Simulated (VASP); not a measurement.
# Mg (I4/mmm) in VASP: reference runs, part 2 of 3

VASP 6.6.1.

## Step 3: Single point, PBE (cell strained at random at fixed volume)

INCAR reads:

```
ALGO = Normal
EDIFF = 1E-7
ENCUT = 520
GGA = PE
ISIF = 2
ISMEAR = -1
LASPH = True
LCHARG = False
LREAL = False
LWAVE = False
NBANDS = 7
NELM = 80
PREC = Accurate
SIGMA = 0.05
```

KPOINTS reads:

```
k-points
0
Gamma
  11 11 11
```

POSCAR reads:

```
Mg
1.0
   -1.7883760000      1.8240100000      1.6922720000
    1.8243840000     -1.8250340000      1.7327570000
    1.7940440000      1.8307020000     -1.6933920000
Mg
1
Direct
    0.0016640000      0.0188180000      0.0106910000
```

Potentials or basis: VASP PAW PBE potentials, release 64 (Mg).

Started as:

```console
$ cat potpaw_PBE.64/Mg/POTCAR > POTCAR
$ mpirun -np 1 vasp_std > vasp.out
```

OUTCAR:

```text
EDIFF = 1E-7
   ENCUT = 520
   GGA = PE
   ISIF = 2
   ISMEAR = -1
   LASPH = True
   LREAL = False
   NELM = 80
   PREC = Accurate

 ion  position               nearest neighbor table
   1  0.002  0.019  0.011-

  LATTYP: Found a triclinic cell.
 ALAT       =     8.0975702894
 B/A-ratio  =     0.6341525124
 C/A-ratio  =     0.3845277263
 COS(alpha) =     0.0003169897
 COS(beta)  =     0.2659470110
 COS(gamma) =     0.9480741392

  Lattice vectors:

 A1 = (  -7.2311880000,   3.6433760000,  -0.0798500000)
 A2 = (  -3.6127600000,   3.6490440000,  -0.0404850000)
 A3 = (  -1.8300520000,  -1.8296780000,  -1.7316370000)

Analysis of symmetry for initial positions (statically):
=====================================================================
 Subroutine PRICEL returns:
 Original cell was already a primitive cell.

 Routine SETGRP: Setting up the symmetry group for a
 triclinic supercell.

 Subroutine GETGRP returns: Found  2 space group operations
 (whereof  1 operations were pure point group operations)
 out of a pool of  2 trial point group operations.

The static configuration has the point symmetry C_1 .
 The point group associated with its full space group is S_2 .

Analysis of symmetry for dynamics (positions and initial velocities):
=====================================================================
 Subroutine PRICEL returns:
 Original cell was already a primitive cell.

 Routine SETGRP: Setting up the symmetry group for a
 triclinic supercell.

 Subroutine GETGRP returns: Found  2 space group operations
 (whereof  1 operations were pure point group operations)
 out of a pool of  2 trial point group operations.

The dynamic configuration has the point symmetry C_1 .
 The point group associated with its full space group is S_2 .

 Subroutine INISYM returns: Found  2 space group operations
 (whereof  1 operations are pure point group operations),
 and found     1 'primitive' translations

----------------------------------------------------------------------------------------

                                     Primitive cell

  volume of cell :      22.6442

  direct lattice vectors                    reciprocal lattice vectors
    -1.788376000  1.824010000  1.692272000    -0.003606390  0.273714476  0.292088079
     1.824384000 -1.825034000  1.732757000     0.273218547 -0.000335133  0.289095831
     1.794044000  1.830702000 -1.693392000     0.275965848  0.273190519 -0.002819606

  length of vectors
     3.064161503  3.108307080  3.072074243     0.400309963  0.397774919  0.388327386

  position of ions in fractional coordinates (direct lattice)
     0.001664000  0.018818000  0.010691000

  ion indices of the primitive-cell ions
   primitive index   ion index
                 1           1

----------------------------------------------------------------------------------------

 KPOINTS: k-points

Automatic generation of k-mesh.
 Grid dimensions read from file:
 generate k-points for:   11   11   11

 Generating k-lattice:

  Cartesian coordinates                     Fractional coordinates (reciprocal lattice)
    -0.000327854  0.024883134  0.026553462     0.090909091  0.000000000 -0.000000000
     0.024838050 -0.000030467  0.026281439     0.000000000  0.090909091  0.000000000
     0.025087804  0.024835502 -0.000256328    -0.000000000  0.000000000  0.090909091

  Length of vectors
     0.036391815  0.036161356  0.035302490

  Shift w.r.t. Gamma in fractional coordinates (k-lattice)
     0.000000000  0.000000000  0.000000000

 Subroutine IBZKPT returns following result:
 ===========================================

 Found    666 irreducible k-points:

 Following reciprocal coordinates:
            Coordinates               Weight
  0.000000  0.000000  0.000000      1.000000
  0.090909 -0.000000 -0.000000      2.000000
  0.181818 -0.000000  0.000000      2.000000
  0.272727  0.000000 -0.000000      2.000000
  0.363636 -0.000000 -0.000000      2.000000
  0.454545 -0.000000 -0.000000      2.000000
[... 42 lines left out ...]
 -0.181818  0.363636  0.000000      2.000000
 -0.090909  0.363636  0.000000      2.000000
 [... further k-points ...]
   k-points           NKPTS =    666   k-points in BZ     NKDIM =    666   number of bands    NBANDS=      7
   number of dos      NEDOS =    301   number of ions     NIONS =      1
   total plane-waves  NPLWV =  13824
   dimension x,y,z NGX =    24 NGY =   24 NGZ =   24
   dimension x,y,z NGXF=    48 NGYF=   48 NGZF=   48
   ions per type =               1
   NGX,Y,Z   is equivalent  to a cutoff of  13.02, 12.84, 12.99 a.u.
   NGXF,Y,Z  is equivalent  to a cutoff of  26.04, 25.67, 25.98 a.u.
 SYSTEM =  unknown system
   PREC   = accura    normal or accurate (medium, high low for compatibility)
   ISTART =      0    job   : 0-new  1-cont  2-samecut
   ICHARG =      2    charge: 1-file 2-atom 10-const
   ISPIN  =      1    spin polarized calculation?
   LNONCOLLINEAR =      F non collinear calculations
   LSORBIT =      F    spin-orbit coupling
   LASPH  =      T    aspherical Exc in radial PAW
   ENCUT  =  520.0 eV  38.22 Ry    6.18 a.u.   5.70  5.78  5.71*2*pi/ulx,y,z
   NELM   =     80;   NELMIN=  2; NELMDL= -5     # of ELM steps
   EDIFF  = 0.1E-06   stopping-criterion for ELM
   LREAL  =      F    real-space projection
   EDIFFG = 0.1E-05   stopping-criterion for IOM
   NSW    =      0    number of steps for IOM
   IBRION =     -1    ionic relax: 0-MD 1-quasi-New 2-CG
   NFREE  =      0    steps in history (QN), initial steepest desc. (CG)
   ISIF   =      2    stress and relaxation
   ISYM   =      2    0-nonsym 1-usesym 2-fastsym
   POTIM  = 0.5000    time-step for ionic-motion
   TEBEG  =    0.0;   TEEND  =   0.0 temperature during run
   PSTRESS=    0.0 pullay stress
   NELECT =       2.0000    total number of electrons
   NUPDOWN=      -1.0000    fix difference up-down
   EMIN   =  10.00;   EMAX   =-10.00  energy-range for DOS
   EFERMI =   0.00;   METHOD = LEGACY
   ISMEAR =    -1;   SIGMA  =   0.05  broadening in eV -4-tet -1-fermi 0-gaus
   EFERMI_NEDOS =   21; number of points for ismear=-14 and -15
   IALGO  =     38    algorithm
   IMIX   =      4    mixing-type and parameters
     AMIX     =   0.40;   BMIX     =  1.00
     AMIX_MAG =   1.60;   BMIX_MAG =  1.00
  volume/ion in A,a.u.               =      22.64       152.81
  Fermi-wavevector in a.u.,A,eV,Ry     =   0.729065  1.377732  7.231974  0.531535
  Thomas-Fermi vector in A             =   1.820694
   LORBIT       =      0    0 simple, 1 ext, 2 COOP (PROOUT), +10 PAW based schemes
   GGA     = PE    functional components
   LHFCALC =     F    Hartree Fock is set to
   AEXX    =    0.0000 exact exchange contribution
   IVDW    =     0    specifies the selected vdW correction
   LEPSILON=     F    determine dielectric tensor
   LRPA    =     F    only Hartree local field effects (RPA)
 non-spin polarized calculation
  energy-cutoff  :      520.00
  volume of cell :       22.64
 maximum number of plane-waves:       620
   NGX = 11   NGY = 11   NGZ = 11

 number of electron       2.0000000 magnetization

 Free energy of the ion-electron system (eV)
  ---------------------------------------------------
  ext. energy  EPLUGINS =         0.00000000
  ---------------------------------------------------
  free energy    TOTEN  =        -1.48010434 eV

  energy without entropy =       -1.47703405  energy(sigma->0) =       -1.47856919

 E-fermi :   2.7367     XC(G=0):  -8.5367

 val. band max:        2.7349361198   @ k =  -0.1818   0.2727   0.4545
 cond. band min:       2.7377119436   @ k =  -0.0909  -0.4545   0.0909
 fundamental gap:      0.0027758238
 Fermi energy:         2.7367291891

 k-point     1 :       0.0000    0.0000    0.0000
  band No.  band energies     occupation
      1      -4.2824      2.00000
      2      15.0437      0.00000
      3      16.1973      0.00000
      4      16.2977      0.00000
      5      17.2205      0.00000
      6      17.4044      0.00000
      7      17.5338      0.00000
[... 381 lines left out ...]
 k-point    40 :      -0.0000    0.3636    0.0000
  band No.  band energies     occupation
      1      -1.1747      2.00000
      2       5.0304      0.00000
      3      11.4420      0.00000
      4      12.2996      0.00000
      5      13.0233      0.00000
      6      14.7041      0.00000
      7      21.1593      0.00000

 [... further k-points ...]
[... 5 lines left out ...]
  --------------------------------------------------------------------------------------
  -------------------------------------------------------------------------------------
  Total        0.0475713     -0.0083422      0.1027826     -0.0082694      0.0021163     -0.1052838
  in kB        3.3658850     -0.5902497      7.2723272     -0.5850990      0.1497345     -7.4492987
  external PRESSURE =       3.3493208 kB  Pullay stress =       0.0000000 kB

 VOLUME and BASIS-vectors are now :
 -----------------------------------------------------------------------------
  energy-cutoff  :      520.00
  volume of cell :       22.64
      direct lattice vectors                 reciprocal lattice vectors
    -1.788376000  1.824010000  1.692272000    -0.003606390  0.273714476  0.292088079
     1.824384000 -1.825034000  1.732757000     0.273218547 -0.000335133  0.289095831
     1.794044000  1.830702000 -1.693392000     0.275965848  0.273190519 -0.002819606

 POSITION                                       TOTAL-FORCE (eV/Angst)
 -----------------------------------------------------------------------------------
      0.05054     -0.01174      0.01732        -0.000000     -0.000000      0.000000
 -----------------------------------------------------------------------------------
    total drift:                                0.000000     -0.000000      0.000000

  FREE ENERGIE OF THE ION-ELECTRON SYSTEM (eV)
  ---------------------------------------------------
  free  energy   TOTEN  =        -1.4801043388 eV

  energy  without entropy=       -1.4770340459  energy(sigma->0) =       -1.47856919
```

OSZICAR:

```text
N       E                     dE             d eps       ncg     rms          rms(c)
DAV:   1    -0.805870132194E+00   -0.80587E+00   -0.74762E+02  9933   0.191E+02
DAV:   2    -0.148578662907E+01   -0.67992E+00   -0.65757E+00 12082   0.113E+01
DAV:   3    -0.148843892765E+01   -0.26523E-02   -0.26513E-02 11760   0.799E-01
DAV:   4    -0.148844352000E+01   -0.45923E-05   -0.45927E-05 13181   0.254E-02
DAV:   5    -0.148844353434E+01   -0.14338E-07   -0.14073E-07 11893   0.900E-04    0.679E-01
DAV:   6    -0.148448633025E+01    0.39572E-02   -0.29392E-04 10241   0.124E-01    0.435E-01
DAV:   7    -0.148009722239E+01    0.43891E-02   -0.13413E-03  9506   0.218E-01    0.248E-02
DAV:   8    -0.148010489424E+01   -0.76719E-05   -0.83709E-06 13860   0.177E-02    0.561E-03
DAV:   9    -0.148010450395E+01    0.39029E-06   -0.69425E-07 10220   0.342E-03    0.446E-04
DAV:  10    -0.148010440230E+01    0.10165E-06   -0.39331E-09  9611   0.332E-04    0.171E-04
DAV:  11    -0.148010433882E+01    0.63479E-07   -0.38083E-10  5187   0.132E-04
   1 F= -.14801043E+01 E0= -.14785692E+01  d E =-.307029E-02
```

stdout:

```text
POSCAR found type information on POSCAR Mg
 POSCAR found :  1 types and       1 ions
 scaLAPACK will be used
 LDA part: xc-table for (Slater+PW92), standard interpolation
 POSCAR, INCAR and KPOINTS ok, starting setup
 FFT: planning ... GRIDC
 FFT: planning ... GRID_SOFT
 FFT: planning ... GRID
 WAVECAR not read
 entering main loop
```

It took 29 s on 1 thread of Intel Xeon Platinum 8488C (Sapphire Rapids), shared host; peak memory 0.22 GiB.

What came out:

| Item | Value |
| --- | --- |
| Free energy | -1.4801 eV |
| Pressure | 0.3 GPa |
| Band gap on the k mesh | none (metal or under the smearing width) |

Levels at points of the mesh, in eV from the Fermi level:
| k point | band 1 | band 2 | band 3 | band 4 |
| --- | --- | --- | --- | --- |
| (0.00, 0.00, 0.00) | -7.02 | 12.31 | 13.46 | 13.56 |

## Step 4: Equation of state, PBE, 21.29 Å³/atom (volume scaled by 0.94)

INCAR reads:

```
  PREC = Accurate
  ENCUT = 520
  EDIFF = 1E-7
  ISMEAR = -1
  SIGMA = 0.05
  LREAL = False
  LASPH = True
  NELM = 80
  ALGO = Normal
  ISIF = 2
  LWAVE = False
  LCHARG = False
  GGA = PE
  NBANDS = 7
```

KPOINTS reads:

```
Automatic mesh
0
Gamma
  11 11 11
```

POSCAR reads:

```
Mg
1.0
   -1.7985118965      1.7985118965      1.6451208489
    1.7985118965     -1.7985118965      1.6451208489
    1.7985118965      1.7985118965     -1.6451208489
Mg
1
Direct
    0.0000000000      0.0000000000      0.0000000000
```

Started as:

```console
$ cat potpaw_PBE.64/Mg/POTCAR > POTCAR
$ mpirun -np 1 vasp_std > vasp.out
```

Wall time 7.4 s (1 thread of Intel Xeon Platinum 8488C (Sapphire Rapids), shared host); peak memory 0.14 GiB.

It converged, with:

```
Free energy            : -1.4656 eV
Pressure               : 3.1 GPa
Band gap on the k mesh : none (metal or under the smearing width)
```

## Step 5: Equation of state, PBE, 21.74 Å³/atom (volume scaled by 0.96)

INCAR reads:

```
PREC = Accurate
ENCUT = 520
EDIFF = 1E-7
ISMEAR = -1
SIGMA = 0.05
LREAL = F
LASPH = T
NELM = 60
ALGO = Normal
ISIF = 2
LWAVE = F
LCHARG = F
GGA = PE
NBANDS = 7
```

KPOINTS reads:

```
regular mesh
0
Gamma
  11 11 11
```

POSCAR reads:

```
Mg
1.0
   -1.8111778905      1.8111778905      1.6567065887
    1.8111778905     -1.8111778905      1.6567065887
    1.8111778905      1.8111778905     -1.6567065887
Mg
1
Direct
    0.0000000000      0.0000000000      0.0000000000
```

Started as:

```console
$ cat potpaw_PBE.64/Mg/POTCAR > POTCAR
$ mpirun -np 1 vasp_std > vasp.out
```

Wall time 6.8 s (1 thread of Intel Xeon Platinum 8488C (Sapphire Rapids), shared host); peak memory 0.14 GiB.

The run converged. Its results:

| Quantity | Value |
| --- | --- |
| Free energy | -1.4729 eV |
| Pressure | 2.1 GPa |
| Band gap on the k mesh | none (metal or under the smearing width) |

## Step 6: Equation of state, PBE, 22.19 Å³/atom (volume scaled by 0.98)

INCAR reads:

```
SYSTEM = Mg
ALGO = Normal
EDIFF = 1E-7
ENCUT = 520
GGA = PE
ISIF = 2
ISMEAR = -1
LASPH = .TRUE.
LCHARG = .FALSE.
LREAL = .FALSE.
LWAVE = .FALSE.
NBANDS = 7
NELM = 100
PREC = Accurate
SIGMA = 0.05
```

KPOINTS reads:

```
k-points
0
G
  11 11 11
  0 0 0
```

POSCAR reads:

```
Mg
1.0
   -1.8236691672      1.8236691672      1.6681325125
    1.8236691672     -1.8236691672      1.6681325125
    1.8236691672      1.8236691672     -1.6681325125
Mg
1
Direct
    0.0000000000      0.0000000000      0.0000000000
```

Potentials or basis: VASP PAW PBE potentials, release 64 (Mg).

Started as:

```console
$ cat potpaw_PBE.64/Mg/POTCAR > POTCAR
$ mpirun -np 1 vasp_std > vasp.out
```

It took 7.3 s on 1 thread of Intel Xeon Platinum 8488C (Sapphire Rapids), shared host; peak memory 0.14 GiB.

The run converged. Its results:

* Free energy: -1.4776 eV
* Pressure: 1.2 GPa
* Band gap on the k mesh: none (metal or under the smearing width)

(Continued in part 3 of 3.)
